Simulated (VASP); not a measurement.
# CaS (Fm-3m) in VASP: density of states with PBEsol

Aim: the density of states of CaS with PBEsol.

Program: VASP 6.6.1. These are calculated values, not measurements. Logs are shortened: lines on timing, memory, paths and dates and some standing lists are left out, and cuts for length are marked.

## 1. The structure

Symmetry: Fm-3m, No. 225, cubic system. The conventional cell has a = 5.678 Å, b = 5.678 Å, c = 5.678 Å, α = 90.00°, β = 90.00°, γ = 90.00°. Ca (site symmetry m-3m) is surrounded by 6 S at 2.84 Å. S (site symmetry m-3m) is surrounded by 6 Ca at 2.84 Å.

The cell was built by a generator and needn't be a form met in nature.

## 2. Density of states, PBEsol

File POSCAR:

```
CaS
1.0
    0.0000000000      2.8391230000      2.8391230000
    2.8391230000      0.0000000000      2.8391230000
    2.8391230000      2.8391230000      0.0000000000
Ca S
1 1
Direct
    0.0000000000      0.0000000000      0.0000000000
    0.5000000000      0.5000000000      0.5000000000
```

File INCAR.step1:

```
  ALGO = Normal
  EDIFF = 1E-7
  ENCUT = 520
  GGA = PS
  ISIF = 2
  ISMEAR = -1
  LASPH = True
  LCHARG = True
  LREAL = False
  LWAVE = False
  NBANDS = 15
  NELM = 60
  PREC = Accurate
  SIGMA = 0.0158
```

File KPOINTS.step1:

```
k-points
0
Gamma
  8 8 8
```

File INCAR.step2:

```
  ALGO = Normal
  EDIFF = 1E-7
  ENCUT = 520
  GGA = PS
  ICHARG = 11
  ISIF = 2
  ISMEAR = -5
  LASPH = True
  LCHARG = False
  LORBIT = 10
  LREAL = False
  LWAVE = False
  NEDOS = 2001
  NELM = 60
  PREC = Accurate
  SIGMA = 0.0158
```

File KPOINTS.step2:

```
k-points
0
Gamma
  12 12 12
```

Potentials or basis: VASP PAW PBE potentials, release 64 (Ca_sv, S).

On the command line:

```bash
$ cat potpaw_PBE.64/Ca_sv/POTCAR potpaw_PBE.64/S/POTCAR > POTCAR
$ cp INCAR.step1 INCAR
$ cp KPOINTS.step1 KPOINTS
$ mpirun -np 1 vasp_std > vasp.out
$ cp INCAR.step2 INCAR
$ cp KPOINTS.step2 KPOINTS
$ mpirun -np 1 vasp_std > vasp.out
```

OUTCAR:

```text
EDIFF = 1E-7
   ENCUT = 520
   GGA = PS
   ICHARG = 11
   ISIF = 2
   ISMEAR = -5
   LASPH = True
   LORBIT = 10
   LREAL = False
   NELM = 60
   PREC = Accurate

 ion  position               nearest neighbor table
   1  0.000  0.000  0.000-   2 2.84   2 2.84   2 2.84   2 2.84   2 2.84   2 2.84
   2  0.500  0.500  0.500-   1 2.84   1 2.84   1 2.84   1 2.84   1 2.84   1 2.84

  LATTYP: Found a face centered cubic cell.
 ALAT       =     5.6782460000

  Lattice vectors:

 A1 = (   0.0000000000,   2.8391230000,   2.8391230000)
 A2 = (   2.8391230000,   0.0000000000,   2.8391230000)
 A3 = (   2.8391230000,   2.8391230000,   0.0000000000)

Analysis of symmetry for initial positions (statically):
=====================================================================
 Subroutine PRICEL returns:
 Original cell was already a primitive cell.

 Routine SETGRP: Setting up the symmetry group for a
 face centered cubic supercell.

 Subroutine GETGRP returns: Found 48 space group operations
 (whereof 48 operations were pure point group operations)
 out of a pool of 48 trial point group operations.

The static configuration has the point symmetry O_h .

Analysis of symmetry for dynamics (positions and initial velocities):
=====================================================================
 Subroutine PRICEL returns:
 Original cell was already a primitive cell.

 Routine SETGRP: Setting up the symmetry group for a
 face centered cubic supercell.

 Subroutine GETGRP returns: Found 48 space group operations
 (whereof 48 operations were pure point group operations)
 out of a pool of 48 trial point group operations.

The dynamic configuration has the point symmetry O_h .

 Subroutine INISYM returns: Found 48 space group operations
 (whereof 48 operations are pure point group operations),
 and found     1 'primitive' translations

----------------------------------------------------------------------------------------

                                     Primitive cell

  volume of cell :      45.7702

  direct lattice vectors                    reciprocal lattice vectors
     0.000000000  2.839123000  2.839123000    -0.176110722  0.176110722  0.176110722
     2.839123000  0.000000000  2.839123000     0.176110722 -0.176110722  0.176110722
     2.839123000  2.839123000  0.000000000     0.176110722  0.176110722 -0.176110722

  length of vectors
     4.015126252  4.015126252  4.015126252     0.305032717  0.305032717  0.305032717

  position of ions in fractional coordinates (direct lattice)
     0.000000000  0.000000000  0.000000000
     0.500000000  0.500000000  0.500000000

  ion indices of the primitive-cell ions
   primitive index   ion index
                 1           1
                 2           2

----------------------------------------------------------------------------------------

 KPOINTS: k-points

Automatic generation of k-mesh.
 Grid dimensions read from file:
 generate k-points for:   12   12   12

 Generating k-lattice:

  Cartesian coordinates                     Fractional coordinates (reciprocal lattice)
    -0.014675893  0.014675893  0.014675893     0.083333333  0.000000000  0.000000000
     0.014675893 -0.014675893  0.014675893     0.000000000  0.083333333  0.000000000
     0.014675893  0.014675893 -0.014675893     0.000000000  0.000000000  0.083333333

  Length of vectors
     0.025419393  0.025419393  0.025419393

  Shift w.r.t. Gamma in fractional coordinates (k-lattice)
     0.000000000  0.000000000  0.000000000

 TETIRR: Found    247 inequivalent tetrahedra from    10368

 Subroutine IBZKPT returns following result:
 ===========================================

 Found     72 irreducible k-points:

 Following reciprocal coordinates:
            Coordinates               Weight
  0.000000  0.000000  0.000000      1.000000
  0.083333  0.000000  0.000000      8.000000
  0.166667  0.000000  0.000000      8.000000
  0.250000  0.000000  0.000000      8.000000
  0.333333  0.000000  0.000000      8.000000
  0.416667  0.000000  0.000000      8.000000
[... 16 lines left out ...]
  0.500000  0.166667  0.000000     24.000000
 -0.416667  0.166667  0.000000     24.000000
 [... further k-points ...]
   k-points           NKPTS =     72   k-points in BZ     NKDIM =     72   number of bands    NBANDS=     12
   number of dos      NEDOS =   2001   number of ions     NIONS =      2
   total plane-waves  NPLWV =  27000
   dimension x,y,z NGX =    30 NGY =   30 NGZ =   30
   dimension x,y,z NGXF=    60 NGYF=   60 NGZF=   60
   ions per type =               1   1
   NGX,Y,Z   is equivalent  to a cutoff of  12.42, 12.42, 12.42 a.u.
   NGXF,Y,Z  is equivalent  to a cutoff of  24.84, 24.84, 24.84 a.u.
 SYSTEM =  unknown system
   PREC   = accura    normal or accurate (medium, high low for compatibility)
   ISTART =      0    job   : 0-new  1-cont  2-samecut
   ICHARG =     11    charge: 1-file 2-atom 10-const
   ISPIN  =      1    spin polarized calculation?
   LNONCOLLINEAR =      F non collinear calculations
   LSORBIT =      F    spin-orbit coupling
   LASPH  =      T    aspherical Exc in radial PAW
   ENCUT  =  520.0 eV  38.22 Ry    6.18 a.u.   7.47  7.47  7.47*2*pi/ulx,y,z
   NELM   =     60;   NELMIN=  2; NELMDL=  0     # of ELM steps
   EDIFF  = 0.1E-06   stopping-criterion for ELM
   LREAL  =      F    real-space projection
   EDIFFG = 0.1E-05   stopping-criterion for IOM
   NSW    =      0    number of steps for IOM
   IBRION =     -1    ionic relax: 0-MD 1-quasi-New 2-CG
   NFREE  =      0    steps in history (QN), initial steepest desc. (CG)
   ISIF   =      2    stress and relaxation
   ISYM   =      2    0-nonsym 1-usesym 2-fastsym
   POTIM  = 0.5000    time-step for ionic-motion
   TEBEG  =    0.0;   TEEND  =   0.0 temperature during run
   PSTRESS=    0.0 pullay stress
   NELECT =      16.0000    total number of electrons
   NUPDOWN=      -1.0000    fix difference up-down
   EMIN   =  10.00;   EMAX   =-10.00  energy-range for DOS
   EFERMI =   0.00;   METHOD = LEGACY
   ISMEAR =    -5;   SIGMA  =   0.02  broadening in eV -4-tet -1-fermi 0-gaus
   EFERMI_NEDOS =   21; number of points for ismear=-14 and -15
   IALGO  =     38    algorithm
   IMIX   =      4    mixing-type and parameters
     AMIX     =   0.40;   BMIX     =  1.00
     AMIX_MAG =   1.60;   BMIX_MAG =  1.00
  volume/ion in A,a.u.               =      22.89       154.44
  Fermi-wavevector in a.u.,A,eV,Ry     =   1.153242  2.179312 18.095315  1.329968
  Thomas-Fermi vector in A             =   2.289888
   LORBIT       =     10    0 simple, 1 ext, 2 COOP (PROOUT), +10 PAW based schemes
   GGA     = PS    functional components
   LHFCALC =     F    Hartree Fock is set to
   AEXX    =    0.0000 exact exchange contribution
   IVDW    =     0    specifies the selected vdW correction
   LEPSILON=     F    determine dielectric tensor
   LRPA    =     F    only Hartree local field effects (RPA)
 non-spin polarized calculation
 Fermi weights with tetrahedron method with Bloechl corrections
  energy-cutoff  :      520.00
  volume of cell :       45.77
 maximum number of plane-waves:      1258
 NGX is ok and might be reduce to    30

 number of electron      16.0000003 magnetization

 Free energy of the ion-electron system (eV)
  ---------------------------------------------------
  ext. energy  EPLUGINS =         0.00000000
  ---------------------------------------------------
  free energy    TOTEN  =       -10.91332299 eV

  energy without entropy =      -10.91332299  energy(sigma->0) =      -10.91332299

 E-fermi :   2.7229     XC(G=0):  -9.5443

 val. band max:        2.7118285930   @ k =   0.0000   0.0000   0.0000
 cond. band min:       4.9245527431   @ k =   0.5000   0.5000   0.0000
 fundamental gap:      2.2127241501
 Fermi energy:         2.7229058611

 k-point     1 :       0.0000    0.0000    0.0000
  band No.  band energies     occupation
      1     -36.2531      2.00000
      2     -17.3162      2.00000
      3     -17.3162      2.00000
      4     -17.3162      2.00000
      5      -8.6476      2.00000
      6       2.7118      2.00000
      7       2.7118      2.00000
      8       2.7118      2.00000
      9       6.7355      0.00000
     10       6.7967      0.00000
     11       6.7967      0.00000
     12       6.7967      0.00000

 k-point     2 :       0.0833    0.0000    0.0000
  band No.  band energies     occupation
      1     -36.2523      2.00000
      2     -17.3288      2.00000
      3     -17.3172      2.00000
      4     -17.3172      2.00000
      5      -8.5964      2.00000
      6       2.3714      2.00000
      7       2.6000      2.00000
      8       2.6000      2.00000
      9       6.7768      0.00000
     10       6.9060      0.00000
     11       6.9060      0.00000
     12       7.1350      0.00000

 k-point     3 :       0.1667    0.0000    0.0000
  band No.  band energies     occupation
      1     -36.2500      2.00000
      2     -17.3629      2.00000
      3     -17.3198      2.00000
      4     -17.3198      2.00000
      5      -8.4532      2.00000
      6       1.6273      2.00000
      7       2.3295      2.00000
      8       2.3295      2.00000
      9       6.7879      0.00000
     10       7.1974      0.00000
     11       7.1974      0.00000
     12       8.0054      0.00000
[... 286 lines left out ...]
 k-point    23 :       0.5000    0.1667    0.0000
  band No.  band energies     occupation
      1     -36.2397      2.00000
      2     -17.4728      2.00000
      3     -17.3528      2.00000
      4     -17.3400      2.00000
      5      -7.8492      2.00000
      6      -0.1302      2.00000
      7       1.2952      2.00000
      8       1.6008      2.00000
      9       7.1638      0.00000
     10       8.7723      0.00000
     11       9.0362      0.00000
     12       9.2809      0.00000

 k-point    24 :      -0.4167    0.1667    0.0000
  band No.  band energies     occupation
      1     -36.2395      2.00000
      2     -17.4753      2.00000
      3     -17.3582      2.00000
      4     -17.3361      2.00000
      5      -7.8250      2.00000
      6      -0.1800      2.00000
      7       1.2741      2.00000
      8       1.5327      2.00000
      9       7.7182      0.00000
     10       8.3356      0.00000
     11       8.7671      0.00000
     12       9.4527      0.00000

 [... further k-points ...]
[... 5 lines left out ...]
  --------------------------------------------------------------------------------------
  -------------------------------------------------------------------------------------
  Total       -0.3504200     -0.3504200     -0.3504200      0.0000000     -0.0000000      0.0000000
  in kB      -12.2663911    -12.2663911    -12.2663911      0.0000000     -0.0000000      0.0000000
  external PRESSURE =     -12.2663911 kB  Pullay stress =       0.0000000 kB

 VOLUME and BASIS-vectors are now :
 -----------------------------------------------------------------------------
  energy-cutoff  :      520.00
  volume of cell :       45.77
      direct lattice vectors                 reciprocal lattice vectors
     0.000000000  2.839123000  2.839123000    -0.176110722  0.176110722  0.176110722
     2.839123000  0.000000000  2.839123000     0.176110722 -0.176110722  0.176110722
     2.839123000  2.839123000  0.000000000     0.176110722  0.176110722 -0.176110722

 POSITION                                       TOTAL-FORCE (eV/Angst)
 -----------------------------------------------------------------------------------
      0.00000      0.00000      0.00000        -0.000000      0.000000      0.000000
      2.83912      2.83912      2.83912         0.000000     -0.000000     -0.000000
 -----------------------------------------------------------------------------------
    total drift:                                0.000000      0.000000      0.000000

  FREE ENERGIE OF THE ION-ELECTRON SYSTEM (eV)
  ---------------------------------------------------
  free  energy   TOTEN  =       -10.9133229924 eV

  energy  without entropy=      -10.9133229924  energy(sigma->0) =      -10.91332299

 total charge

# of ion       s       p       d       tot
------------------------------------------
    1        2.033   5.856   0.248   8.137
    2        1.309   2.451   0.000   3.760
--------------------------------------------------
tot          3.342   8.306   0.248  11.897
```

Run time: 20 s. Hardware: 1 thread of Intel Xeon 6975P-C (Granite Rapids), shared host; peak memory 0.18 GiB.

What came out:

```
Valence electrons inside the program's atomic spheres : Ca 8.14; S 3.76
```

States per cell in windows of 0.5 eV (zero at the valence-band top; states under -8 eV left out):
```
from (eV)  total  Ca1_d  S2_p  Ca1_s  S2_s  Ca1_p  S2_d
     -8.0   0.00   0.00  0.00   0.00  0.00   0.00  0.00
     -7.5   0.00   0.00  0.00   0.00  0.00   0.00  0.00
     -7.0   0.00   0.00  0.00   0.00  0.00   0.00  0.00
     -6.5   0.00   0.00  0.00   0.00  0.00   0.00  0.00
     -6.0   0.00   0.00  0.00   0.00  0.00   0.00  0.00
     -5.5   0.00   0.00  0.00   0.00  0.00   0.00  0.00
     -5.0   0.00   0.00  0.00   0.00  0.00   0.00  0.00
     -4.5   0.00   0.00  0.00   0.00  0.00   0.00  0.00
     -4.0   0.00   0.00  0.00   0.00  0.00   0.00  0.00
     -3.5   0.06   0.00  0.02   0.00  0.00   0.00  0.00
     -3.0   0.66   0.02  0.22   0.02  0.00   0.01  0.00
     -2.5   1.06   0.02  0.37   0.02  0.01   0.02  0.00
     -2.0   0.63   0.02  0.24   0.00  0.00   0.02  0.00
     -1.5   2.09   0.12  0.90   0.01  0.00   0.03  0.00
     -1.0   1.19   0.05  0.55   0.00  0.00   0.02  0.00
     -0.5   0.23   0.01  0.12   0.00  0.00   0.00  0.00
      0.0   0.00   0.00  0.00   0.00  0.00   0.00  0.00
      0.5   0.00   0.00  0.00   0.00  0.00   0.00  0.00
      1.0   0.00   0.00  0.00   0.00  0.00   0.00  0.00
      1.5   0.00   0.00  0.00   0.00  0.00   0.00  0.00
      2.0   0.02   0.01  0.00   0.00  0.00   0.00  0.00
      2.5   0.15   0.05  0.00   0.00  0.00   0.00  0.00
      3.0   0.26   0.09  0.01   0.00  0.00   0.00  0.00
      3.5   0.44   0.16  0.02   0.00  0.00   0.00  0.00
      4.0   0.68   0.25  0.03   0.01  0.01   0.00  0.00
      4.5   0.85   0.32  0.03   0.01  0.02   0.01  0.00
      5.0   0.95   0.47  0.03   0.01  0.02   0.00  0.00
      5.5   1.51   0.82  0.05   0.02  0.02   0.01  0.00
      6.0   2.16   1.24  0.07   0.05  0.03   0.01  0.00
      6.5   0.97   0.65  0.02   0.01  0.02   0.01  0.00
      7.0   0.00   0.00  0.00   0.00  0.00   0.00  0.00
      7.5   0.00   0.00  0.00   0.00  0.00   0.00  0.00
```

Caveat: the PAW data sets were made with another functional, which shifts forces and pressure a little.
